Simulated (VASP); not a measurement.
The system is Sb.

```xyz
2
Lattice="2.1621 1.2483 3.6768 -2.1621 1.2483 3.6768 0.0000 -2.4966 3.6768" Properties=species:S:1:pos:R:3 pbc="T T T"
Sb    0.0000    0.0000    2.6084
Sb    0.0000    0.0000    8.4220
```

Base run:

| Property | Result |
| --- | --- |
| Program | VASP 6.6.1 |
| Functional | PBE |
| Potentials or basis | VASP PAW PBE potentials, release 64 (Sb) |
| Cutoff | 520 eV |
| k mesh | 10 × 10 × 10 |
| Occupations | methfessel-paxton, width 0.1 eV |
| Spin | no spin polarisation |

Its results: pressure 2.7 GPa.

**Question.** After a change of settings the same cell gave: pressure -1.1 GPa. Which change was it?
A. functional from PBE to r2SCAN
B. functional from PBE to LDA; potentials or basis from VASP PAW PBE potentials, release 64 (Sb) to VASP PAW LDA potentials, release 64 (Sb)
C. spin from no spin polarisation to spin-orbit coupling, no magnetisation

**Answer.** B.
